Cubic lattice constant of bcc molybdenum (space group Im-3m) from density-functional calculations, each taken from the minimum of a fitted energy–volume curve. All runs are without spin polarisation and use Fermi-Dirac smearing of 0.05 eV. The last column compares with a measured lattice constant of 3.147 Å (PMC10052566).

```tsv
program	functional	how the value is got	potentials or basis	wave cutoff (eV)	k-mesh	computed lattice constant (Å)	computed over measured, less one (%)
ABINIT 10.8.3 (1)	BP86+D3	from the rest volume of the fit	JTH PAW PBE v2.0	408	12x12x12	3.108	-1.25
ABINIT 10.8.3 (2)	PBEsol+D3	from the rest volume of the fit	JTH PAW PBE v2.0	408	12x12x12	3.110	-1.18
ABACUS 3.10.1	LDA-PW92	from the rest volume of the fit	PseudoDojo NC SR 0.4.1 LDA standard	1102	10x10x10	3.111	-1.16
ABINIT 10.8.3 (3)	LDA with spin-orbit coupling	from the rest volume of the fit	JTH PAW LDA v2.0	408	12x12x12	3.113	-1.08
JDFTx 1.7.0 (patched build)	LDA	from the rest volume of the fit	PseudoDojo SR LDA 0.4.1 standard	1088	12x12x12	3.113	-1.08
ABINIT 10.8.3 (4)	revPBE+D3	from the rest volume of the fit	JTH PAW PBE v2.0	408	12x12x12	3.117	-0.95
ABINIT 10.8.3 (5)	PBEsol	from the rest volume of the fit	JTH PAW PBE v2.0	571	12x12x12	3.132	-0.48
ABINIT 10.8.3 (6)	RPBE+D3	from the rest volume of the fit	JTH PAW PBE v2.0	408	12x12x12	3.135	-0.37
ABINIT 10.8.3 (7)	LDA	from the rest volume of the fit	HGH LDA	490	12x12x12	3.136	-0.34
ABINIT 10.8.3 (8)	PBE	from the rest volume of the fit	JTH PAW PBE v2.0	354	12x12x12	3.161	0.45
ABINIT 10.8.3 (9)	BLYP+D2	from the rest volume of the fit	JTH PAW PBE v2.0	408	12x12x12	3.199	1.64
ABINIT 10.8.3 (10)	BLYP	from the rest volume of the fit	JTH PAW PBE v2.0	408	12x12x12	3.203	1.79
```

Molybdenum here follows a simple rule until a dispersion correction or a flawed run enters. With no dispersion correction, the lattice constant grows from LDA through PBEsol and PBE to BLYP. The program hardly matters: three LDA calculations from three programs, one of them with spin-orbit coupling, agree within 0.002 Å, while the step from LDA to PBE is 0.048 Å. The exception among the uncorrected rows is LDA with the HGH potential, which lands between PBEsol and PBE.

The order has a known origin. LDA binds metals too strongly, and gradient corrections favour uneven densities, which loosens the bonds and lengthens them. PBEsol applies this correction more gently than PBE. BLYP goes too far for a transition metal, because its correlation part doesn't reproduce the uniform electron gas that conduction electrons resemble. The PBEsol and BLYP runs also use PAW potentials made for PBE, and how much that shifts their lattice constants was not tested.

The rows with D3 don't keep to this order. PBEsol and BP86 with D3 sink to the level of LDA. revPBE and RPBE normally give longer lattices than PBE, yet with D3 they come out shorter than PBE by 0.044 and 0.026 Å. The natural suspect is the added attraction, and its effect can be followed where the same functional was also run without it.

What matters is how steeply the added energy changes with volume, not how large it is. An energy that rises as the crystal expands pulls inward, like an external pressure, and the crystal gives way until its own resistance balances the pull. Let P be the pressure supplied by the addition, counted positive when it pushes outward. It equals minus the slope of the added energy with volume. With the bulk modulus B as the resistance, the relative change of volume is P/B. A cube's edge changes by a third of that fraction, so the lattice constant a shifts by

Δa = aP/(3B).

PBEsol with and without D3 makes a worked example. Between two neighbouring volumes 0.3178 Å³ apart, the D3 energy becomes less negative by 0.01223 eV per atom. The slope is therefore 0.01223/0.3178 = 0.0385 eV/Å³, an inward pressure of about 6.2 GPa.

Plain PBEsol has a bulk modulus of 283 GPa and a lattice constant of 3.132 Å. The formula gives 3.132 × 6.2/(3 × 283) ≈ 0.023 Å of shortening, against 0.022 Å in the table. No constant was adjusted, but the slope comes from the same energy curves as the lattice constants. The agreement therefore supports the step from slope to length, not the physical correctness of D3. The two runs also differ in wave cutoff, so a small part of the shift may belong to the basis.

BLYP with D2 shows why the size of the added energy is a poor guide. D2 lowers the energy by about 1.03 eV per atom, more than twice what D3 adds to PBEsol, yet it shortens the lattice by only 0.004 Å. Near the BLYP minimum its energy is almost flat, and the inward pressure is only about 1 GPa. Since the two corrections sit on different functionals, this is a lesson about slopes and not a ranking of D2 and D3.

A weight hanging from a spring behaves in the same way. Carrying the whole apparatus upstairs changes the energy of the weight but not the stretch of the spring; only a change of force does that. The likeness holds for small shifts, because a crystal stiffens when squeezed and an ideal spring doesn't. It also fails for a soft alkali metal, whose bulk modulus is only several gigapascals: a pull like that of D3 here would carry it far outside the range of the simple formula.

The flatness of D2 follows from its construction. Each pair of atoms attracts with a strength that falls as the sixth power of distance, but a damping factor switches the attraction off when the atoms are close. Stretch a pair by 1% and the sixth power costs about 6% of the attraction. For nearest neighbours in molybdenum, however, the switching factor grows by roughly 16%, an estimate that rests on approximate D2 parameters. Close pairs therefore gain attraction as they lengthen and push the crystal outward, while distant pairs, fully switched on, pull it inward. The two nearly cancel.

D2 also leaves a mark that the lattice constant hides. Among the six rows without dispersion and without HGH, a longer lattice is on the whole a softer one: a straight line through the logarithms of bulk modulus and lattice constant loses about 8% of stiffness for each 1% of length. BLYP with D2, which was not used in that fit, is 9% softer than the line predicts, well beyond the scatter of about 2% among the fitted rows. A lattice constant that looks ordinary for BLYP thus belongs to a crystal with an unusual resistance to compression.

The cause is the curvature of the D2 energy. As the crystal expands, the inward pull of D2 weakens, so it offers less and less opposition to further expansion. This takes about 23 GPa from the bulk modulus, while the slight compression gives back about 5 GPa. Starting from 233 GPa for plain BLYP, the sum is 215 GPa, within 1 GPa of the run with D2. Close agreement is expected, because the curvature comes from the same energy curves as the bulk moduli; the sum shows where the softening sits, not that D2 is right. Slope moves the lattice constant and curvature changes the stiffness, so an addition can leave one nearly alone and alter the other.

The HGH row breaks the order of lattice constants in the opposite direction to D3. It is 0.023 Å longer than LDA in JDFTx, although the functional is the same. Treating the difference of the two energy curves as an added pressure gives an outward push of nearly 6 GPa and a lengthening of 0.020 Å, so the formula accounts for most of the break. It doesn't say where the push comes from.

One fault of that run can be seen directly. Pressure can be taken from the slope of the energy curve or from the computed stress. The first method keeps the wave cutoff fixed as the volume changes, the second keeps the set of waves fixed, and they agree only when extra waves no longer lower the energy. For HGH they disagree by 15.6 GPa; for LDA with PAW potentials and spin-orbit coupling the gap is about 0.1 GPa. A gap as large as the HGH one means that raising the cutoff by a tenth should still lower the energy by roughly 0.2 eV per atom.

An unfinished basis moves the lattice constant only if its error changes with volume, and no run at a higher cutoff tests this. The potential offers a second explanation: it treats 6 electrons per atom explicitly, whereas the potential used in JDFTx treats 14, including the 4s and 4p shells just below the valence electrons. Either cause, or both, could supply the outward push. The energies of this run also scatter more about their fitted curve than those of any other row, which makes the exact length less certain. The row is therefore no evidence that LDA itself gives a longer lattice.

These breaks matter most to someone choosing a method by its distance from experiment. The two rows closest to the measured lattice constant are HGH LDA, at −0.34%, and RPBE with D3, at −0.37%. The first has a basis that is visibly too small. In the second, a functional that normally gives too long a lattice is probably being pulled back by a correction that binds metals too strongly, so two errors offset each other.

Plain PBE and PBEsol miss the measured value by nearly equal amounts, +0.45% and −0.48%. The tie is deceptive, though. The measurement, probably made at room temperature, contains thermal and zero-point expansion that the calculations leave out, roughly 0.2%. Without it the reference would be shorter and the misses would become about +0.7% and −0.3%, which favours PBEsol for the length. For stress or stiffness calculations, a sound choice needs more than a good lattice constant. Comparing a corrected functional with its plain form shows what the correction does to both length and bulk modulus, and comparing the two pressures shows whether the basis is large enough. The output below gives the fit and the estimated shifts for PBEsol with D3, BLYP with D2 and HGH LDA.

Numerical output:

```
fit of log(B) on 6 rows (plain): constant 5.625 +/- 0.0052, coefficient of log(y/mean(y)) -8.243 +/- 0.49; rms 0.0104, worst ABACUS 3.10.1 0.0208, leave-one-out rms 0.0146
  rows outside the fit (model, value, miss): ABINIT 10.8.3 (1) 5.701, 5.714, -0.0137; ABINIT 10.8.3 (2) 5.695, 5.727, -0.0315; ABINIT 10.8.3 (4) 5.677, 5.663, 0.0142; ABINIT 10.8.3 (6) 5.629, 5.586, 0.0432; ABINIT 10.8.3 (7) 5.627, 5.491, 0.136; ABINIT 10.8.3 (9) 5.463, 5.368, 0.0945
Spread of the three LDA rows without HGH (Å): 0.002
PBE minus JDFTx LDA (Å): 0.048
revPBE+D3 minus PBE (Å): -0.044
RPBE+D3 minus PBE (Å): -0.026
Energy added by D3 to PBEsol at 15.26 Å3 (eV/atom): -0.431
Energy added by D2 to BLYP at 16.21 Å3 (eV/atom): -1.031
Pressure added by D3 to PBEsol (GPa): -6.165
Pressure added by D2 to BLYP (GPa): -1.049
Pressure of HGH LDA relative to JDFTx LDA (GPa): 5.818
D3 shift of PBEsol estimated (Å): -0.02273
D3 shift of PBEsol in the table (Å): -0.022
D2 shift of BLYP estimated (Å): -0.004807
D2 shift of BLYP in the table (Å): -0.004
HGH shift estimated (Å): 0.02039
HGH shift in the table (Å): 0.023
Stiffness of BLYP+D2 off the line (%): -9.013
Stiffness of HGH LDA off the line (%): -12.73
Bulk modulus added by the curvature of D2 (GPa): -22.85
Bulk modulus of BLYP+D2 estimated from BLYP and D2 (GPa): 214.9
Energy-slope pressure minus stress pressure in HGH LDA (GPa): 15.6
The same gap in PAW LDA with spin-orbit coupling (GPa): 0.1183
Energy drop of HGH LDA still expected for 10% more cutoff (eV/atom): 0.2321
Growth of D2 switching per 1% longer nearest pair (%): 16.15
Growth of D2 switching per 1% longer second pair (%): 12.48
```
